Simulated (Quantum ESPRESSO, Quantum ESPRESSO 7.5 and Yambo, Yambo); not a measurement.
# AgBr (Fm-3m): G0W0 with Yambo, start to end

Wanted: ground state, empty states, screening and self-energy for AgBr (Fm-3m).

Calculated with Quantum ESPRESSO 7.5 and Yambo 5.3.0; PBE and many-body steps on it, plane waves.

Most raw output is cut from this account.

The database entry behind the starting cell differs from later determinations by our own check (about 0.6 % short of the room-temperature cell), so it need not match the best structure at ambient conditions.

## (1) The structure

It takes space group Fm-3m (No. 225, cubic). The conventional cell has a = 5.740 Å, b = 5.740 Å, c = 5.740 Å, α = 90.00°, β = 90.00°, γ = 90.00°. Ag has 6 Br at 2.87 Å nearest. Br has 6 Ag at 2.87 Å nearest. Farther neighbours and most contacts between anions are not listed.

Structure file:

```cif
data_structure
_symmetry_space_group_name_H-M 'Fm-3m'
_symmetry_Int_Tables_number 225
_cell_length_a 5.7403
_cell_length_b 5.7403
_cell_length_c 5.7403
_cell_angle_alpha 90.000
_cell_angle_beta 90.000
_cell_angle_gamma 90.000
_cell_volume 189.15
loop_
_atom_site_label
_atom_site_type_symbol
_atom_site_symmetry_multiplicity
_atom_site_Wyckoff_symbol
_atom_site_fract_x
_atom_site_fract_y
_atom_site_fract_z
_atom_site_occupancy
Ag1 Ag 4 a 0.00000 0.00000 0.00000 1
Br1 Br 4 b 0.50000 0.00000 0.00000 1
```

The cell and positions come from the Crystallography Open Database and are kept as given unless a step says otherwise.

## (2) Ground state

This step: Quantum ESPRESSO 7.5; DFT, PBE, plane waves, norm-conserving pseudopotentials.

The ground-state density comes first.

The input, pw.in:

```
&control
  calculation = 'scf'
  prefix = 'x'
  outdir = 'o'
  pseudo_dir = 'pseudo'
/
&system
  ibrav = 0
  nat = 2
  ntyp = 2
  ecutwfc = 76.0
  nbnd = 23
  force_symmorphic = .true.
/
&electrons
  conv_thr = 1e-10
  electron_maxstep = 80
  mixing_beta = 0.5
/
ATOMIC_SPECIES
  Ag 107.87 Ag.upf
  Br 79.904 Br.upf
CELL_PARAMETERS angstrom
  -0.0000000000 2.8701500000 2.8701500000
  2.8701500000 0.0000000000 2.8701500000
  2.8701500000 2.8701500000 0.0000000000
ATOMIC_POSITIONS crystal
  Ag 0.0000000000 0.0000000000 0.0000000000
  Br 0.5000000000 0.5000000000 0.5000000000
K_POINTS automatic
  6 6 6 0 0 0
```

Command:

```
$ OMP_NUM_THREADS=1 mpirun -n 4 pw.x -nk 4 -in pw.in > pw.out
```

Run time: 7.2 s. Hardware: 4 MPI ranks of Arm Neoverse V1, shared host; peak memory 0.27 GiB; 29 s of CPU time.

Numbers from this step:

- total energy: -7902.6611 eV
- gap: 0.6724 eV
- k of the valence top: 0, 0, -0.5
- k of the conduction bottom: 0, 0, 0
- least direct gap: 2.604 eV

The gap is indirect, with the least direct gap 1.93 eV higher.

## (3) Bands along the symmetry lines

The cheap functional maps the bands first; the places of the edges decide which points the dearer methods must see.

The input, pw.in:

```
&control
  calculation = 'bands'
  prefix = 'x'
  outdir = 'o'
  pseudo_dir = 'pseudo'
/
&system
  ibrav = 0
  nat = 2
  ntyp = 2
  ecutwfc = 76.0
  nbnd = 24
  force_symmorphic = .true.
/
&electrons
  conv_thr = 1e-9
  electron_maxstep = 80
  diago_full_acc = .true.
  diago_thr_init = 5e-6
/
ATOMIC_SPECIES
  Ag 107.87 Ag.upf
  Br 79.904 Br.upf
CELL_PARAMETERS angstrom
  -0.0000000000 2.8701500000 2.8701500000
  2.8701500000 0.0000000000 2.8701500000
  2.8701500000 2.8701500000 0.0000000000
ATOMIC_POSITIONS crystal
  Ag 0.0000000000 0.0000000000 0.0000000000
  Br 0.5000000000 0.5000000000 0.5000000000
K_POINTS crystal
  50
  0.00000000 0.00000000 0.00000000 1
  0.06250000 0.00000000 0.06250000 1
  0.12500000 0.00000000 0.12500000 1
  0.18750000 0.00000000 0.18750000 1
  0.25000000 0.00000000 0.25000000 1
  0.31250000 0.00000000 0.31250000 1
  0.37500000 0.00000000 0.37500000 1
  0.43750000 0.00000000 0.43750000 1
  0.50000000 0.00000000 0.50000000 1
  0.51562500 0.03125000 0.51562500 1
  0.53125000 0.06250000 0.53125000 1
  0.54687500 0.09375000 0.54687500 1
  0.56250000 0.12500000 0.56250000 1
  0.57812500 0.15625000 0.57812500 1
  0.59375000 0.18750000 0.59375000 1
  0.60937500 0.21875000 0.60937500 1
  0.62500000 0.25000000 0.62500000 1
  0.37500000 0.37500000 0.75000000 1
  0.32812500 0.32812500 0.65625000 1
  0.28125000 0.28125000 0.56250000 1
  0.23437500 0.23437500 0.46875000 1
  0.18750000 0.18750000 0.37500000 1
  0.14062500 0.14062500 0.28125000 1
  0.09375000 0.09375000 0.18750000 1
  0.04687500 0.04687500 0.09375000 1
  0.00000000 0.00000000 0.00000000 1
  0.06250000 0.06250000 0.06250000 1
  0.12500000 0.12500000 0.12500000 1
  0.18750000 0.18750000 0.18750000 1
  0.25000000 0.25000000 0.25000000 1
  0.31250000 0.31250000 0.31250000 1
  0.37500000 0.37500000 0.37500000 1
  0.43750000 0.43750000 0.43750000 1
  0.50000000 0.50000000 0.50000000 1
  0.50000000 0.46875000 0.53125000 1
  0.50000000 0.43750000 0.56250000 1
  0.50000000 0.40625000 0.59375000 1
  0.50000000 0.37500000 0.62500000 1
  0.50000000 0.34375000 0.65625000 1
  0.50000000 0.31250000 0.68750000 1
  0.50000000 0.28125000 0.71875000 1
  0.50000000 0.25000000 0.75000000 1
  0.50000000 0.21875000 0.71875000 1
  0.50000000 0.18750000 0.68750000 1
  0.50000000 0.15625000 0.65625000 1
  0.50000000 0.12500000 0.62500000 1
  0.50000000 0.09375000 0.59375000 1
  0.50000000 0.06250000 0.56250000 1
  0.50000000 0.03125000 0.53125000 1
  0.50000000 0.00000000 0.50000000 1
```

Run time: 5.6 s. Hardware: 4 MPI ranks; peak memory 0.22 GiB.

Numbers from this step:

```yaml
gap: 0.6724 eV
k_of_the_valence_top: 0.5, 0.5, 0.5
k_of_the_conduction_bottom: 0, 0, 0
least_direct_gap: 2.604 eV
```

The gap is 0.672 eV, as in the run before at this level.

Electronic bands along the path, in eV, zero at the top of the highest filled band:

```
    point  band 15  band 16  band 17  band 18  band 19  band 20  band 21  band 22
        Γ    -2.79    -1.93    -1.93    -1.93     0.67     9.93     9.93     9.93
  halfway    -2.72    -1.86    -1.86    -1.64     3.28     6.69     7.83     9.50
        X    -2.63    -2.39    -2.39    -2.28     1.60     7.06     9.07    11.06
  halfway    -2.40    -2.34    -2.13    -1.99     2.02     7.07     8.81    10.41
        U    -2.44    -2.22    -2.02    -1.21     2.97     6.84     8.24     9.19
jump to K    -2.44    -2.22    -2.02    -1.21     2.97     6.84     8.24     9.19
  halfway    -2.56    -2.06    -1.79    -0.21     3.79     6.49     7.48     7.82
        Γ    -2.79    -1.93    -1.93    -1.93     0.67     9.93     9.93     9.93
  halfway    -2.65    -2.31    -0.77    -0.77     2.88     7.17     8.24     8.24
        L    -2.49    -2.15     0.00     0.00     3.74     6.59     6.77     6.77
  halfway    -2.48    -2.20    -1.20    -0.61     4.50     5.25     7.84     7.93
        W    -2.37    -2.29    -2.29    -1.53     3.79     7.15     7.68     7.68
  halfway    -2.39    -2.38    -2.33    -1.77     2.46     7.16     8.58     9.12
        X    -2.63    -2.39    -2.39    -2.28     1.60     7.06     9.07    11.06
```

## (4) Empty states on the mesh, 4×4×4 mesh, 215 bands

The sums over transitions need many empty states on a uniform mesh; this step solves for them.

The input, pw.in:

```
&control
  calculation = 'nscf'
  prefix = 'x'
  outdir = 'o'
  pseudo_dir = 'pseudo'
/
&system
  ibrav = 0
  nat = 2
  ntyp = 2
  ecutwfc = 76.0
  nbnd = 215
  force_symmorphic = .true.
/
&electrons
  conv_thr = 1e-9
  electron_maxstep = 80
  diago_full_acc = .true.
  diago_thr_init = 5e-6
/
ATOMIC_SPECIES
  Ag 107.87 Ag.upf
  Br 79.904 Br.upf
CELL_PARAMETERS angstrom
  -0.0000000000 2.8701500000 2.8701500000
  2.8701500000 0.0000000000 2.8701500000
  2.8701500000 2.8701500000 0.0000000000
ATOMIC_POSITIONS crystal
  Ag 0.0000000000 0.0000000000 0.0000000000
  Br 0.5000000000 0.5000000000 0.5000000000
K_POINTS automatic
  4 4 4 0 0 0
```

Elapsed: 18 s, on 4 MPI ranks; peak memory 0.46 GiB.

This step gave:

| Item | Value |
| --- | --- |
| gap | 0.6724 eV |
| k of the valence top | 0, 0, -0.5 |
| k of the conduction bottom | 0, 0, 0 |
| least direct gap | 2.604 eV |
| k points computed | 8 |
| lowest point of the top converged band, above the valence top | 140.4451 eV |

On this mesh the gap is 0.672 eV.

## (5) Conversion and set-up

This step: Yambo 5.3.0; conversion and set-up on PBE, plane waves, norm-conserving pseudopotentials.

The states are converted to the many-body program's format and the q mesh is built.

Command:

```
$ (cd o/x.save; p2y > p2y.log; mv SAVE ../..); yambo > setup.log
```

Wall time 2.5 s (1 MPI rank); peak memory 0.25 GiB.

## (6) Screening and self-energy, 4×4×4 mesh, 215 bands, screening to 210.9 eV

G0W0 replaces the xc potential by the self-energy, built once from these orbitals. Only a window of levels is corrected, while the sums run over the empty bands that the input names.

This step: G0W0 on PBE, plane waves, norm-conserving pseudopotentials.

The input, gw1.in:

```
HF_and_locXC
gw0
dyson
ppa
em1d
rim_cut
RandQpts= 1000000
RandGvec= 1 RL
EXXRLvcs= 76 Ry
VXCRLvcs= 304 Ry
Chimod= "HARTREE"
% BndsRnXp
 1 | 215 |
%
NGsBlkXp= 15.5 Ry
% LongDrXp
 1 | 1 | 1 |
%
% GbndRnge
 1 | 215 |
%
DysSolver= "n"
ExtendOut
PPAPntXp= 27.21138 eV
% QPkrange
 1 | 8 | 11 | 23 |
%
```

Command:

```
$ OMP_NUM_THREADS=1 mpirun -n 4 yambo -F gw1.in -J gw1 -C gw1 > gw1.log
```

Elapsed: 28 min, on 4 MPI ranks; peak memory 1.9 GiB.

This step gave:

```
G0W0 gap on the mesh                         : 2.068 eV
starting gap on the mesh                     : 0.6724 eV
k of the valence top                         : 0, 0, -0.5
k of the conduction bottom                   : 0, 0, 0
least direct G0W0 gap on the computed points : 4.515 eV
Z at the valence top                         : 0.8017
Z at the conduction bottom                   : 0.8278
```

The gap on the mesh goes from 0.67 eV to 2.07 eV, a correction of +1.40 eV.

Limits: finite bands, cutoff and mesh; d shell near the gap, gap tends to lie low; no spin-orbit coupling; coarse k mesh. v1 is the top filled band, c1 the lowest empty one. Levels before and after the correction, in eV, zero at the valence-band top of each column:

```
           conduction bottom  valence top
Kohn-Sham               0.67         0.00
     G0W0               2.07         0.00
```

```
                      level  energy (eV)
Kohn-Sham           Γ v3-v1       -1.932
Kohn-Sham              Γ c1        0.672
Kohn-Sham           Γ c2-c3        9.929
Kohn-Sham     (0 0 -0.5) v3       -2.148
Kohn-Sham  (0 0 -0.5) v2-v1        0.000
Kohn-Sham     (0 0 -0.5) c1        3.740
Kohn-Sham     (0 0 -0.5) c2        6.595
Kohn-Sham     (0 0 -0.5) c3        6.775
     G0W0           Γ v3-v1       -2.447
     G0W0              Γ c1        2.068
     G0W0           Γ c2-c3       11.913
     G0W0     (0 0 -0.5) v3       -1.857
     G0W0  (0 0 -0.5) v2-v1        0.000
     G0W0     (0 0 -0.5) c1        5.154
     G0W0     (0 0 -0.5) c2        8.068
     G0W0     (0 0 -0.5) c3        8.559
```

## (7) Where the time went

Times are wall times on the hardware named with each run, good to a factor of about two.

```
                          step    time  share  memory (GiB)
                  ground state   7.2 s    0 %          0.27
bands along the symmetry lines   5.6 s    0 %          0.22
      empty states on the mesh    18 s    1 %          0.46
         conversion and set-up   2.5 s    0 %          0.25
     screening and self-energy  28 min   98 %           1.9
```

## (8) Outcome

```yaml
pbe_gap: 0.67 eV, indirect
g0w0_gap_on_the_mesh: 2.07 eV
gw_settings: 4×4×4 mesh, 215 bands, screening to 210.9 eV, Godby-Needs plasmon pole
known_limits: not at the basis limit; d shell near the gap, gap tends to lie low; no spin-orbit coupling; coarse k mesh
```

G0W0 moves the gap on the mesh from 0.67 eV to 2.07 eV (+1.40 eV), with Z of 0.80 and 0.83 at the edges. The dearest step here is «screening and self-energy». Bands and cutoff are finite, so the gap is not at the basis limit. The miss can reach some tenths of an eV and take either sign; the mesh is an error of its own. The 4×4×4 mesh is coarse for this cell, which bears on the long-range parts of exchange and screening. A d shell, filled or nearly so, lies near the gap. One-shot GW converges very slowly in bands there, not always from below, and on a semilocal start the gap tends to come out low; starts rich in exact exchange can overshoot instead. The many-body steps are scalar-relativistic: spin-orbit coupling is not in them.

[Paths, hosts, dates, memory and timing lines, banners, echoed tables and standing remarks are left out of the program output.]

[Logs are printed without paths, hosts, clocks, repeated set-up lines and the standing remarks that a program may print on its own settings, such as how far it seeks lower states.]

[Runs of the session that timed out or met a known fault of the program may be left out.]

[Hosts, paths, dates, database ids (printed as entryN), source tags and the programs' standing remarks are cut or masked in the printed files.]
